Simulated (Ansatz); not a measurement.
Runs of Ansatz 0.2.0 on Ge. It takes space group Cmcm (No. 63, orthorhombic). Conventional cell: a = 2.976 Å, b = 5.189 Å, c = 4.728 Å, α = 90.00°, β = 90.00°, γ = 90.00°. Ge (site symmetry m2m) is surrounded by 12 Ge at 2.92 to 2.99 Å. This isn't the form of Ge at room conditions, which is diamond.

```tsv
task	level	spin	cell	k mesh	cutoff (eV)	points for each segment of the path	atoms under strain	gap on the mesh (eV)	pressure (GPa)	relaxed volume (Å³/atom)
relaxation of cell and atoms	BLYP+D4	off	relaxed	10 × 10 × 6	420	-	-	none	0.0	22.42
band structure	r2SCAN	SOC, no magnetisation	as given	7 × 7 × 5	500	14	-	none	(a)	-
elastic constants	LDA	off	as given	7 × 7 × 5	420	-	relaxed	none	-1.3	-
relaxation of cell and atoms	revPBE+D4	off	relaxed	10 × 10 × 6	420	-	-	none	0.0	18.29
relaxation of cell and atoms	RPBE+D4	off	relaxed	10 × 10 × 6	420	-	-	none	0.0	18.18
relaxation of cell and atoms	BLYP+D3(BJ)	off	relaxed	10 × 10 × 6	420	-	-	none	0.0	19.27
phonons	LDA	off	as given	7 × 7 × 5	420	-	-	none	-	-
relaxation of cell and atoms	revPBE+D3(BJ)	off	relaxed	10 × 10 × 6	420	-	-	none	0.0	(b)
```

Alike in all rows: potentials or basis Ansatz PAW; smearing fermi-dirac 0.05 eV.

Question: Fill in the values left out.

Answer: (a) 2.0; (b) 18.15.

Caveats: the PAW data sets come from PBE, with cores solved anew for the run's functional, which leaves a small shift of forces and pressure; the plane-wave basis is chosen anew once the cell has moved, so the energies of steps on either side of that aren't comparable (some runs); pairwise dispersion overbinds metals, which lowers pressure and volume (some runs); the volume moved by over 15 % at a fixed basis, so the end points are rough (some runs); elastic constants of metals need much finer meshes, so these are rough (some runs).

A k mesh can miss the band edges, and rows without SOC leave out spin-orbit coupling on Ge.

A gap of «none» marks a metal or a gap under the smearing width.

Runs at the PBE level aren't shown here.
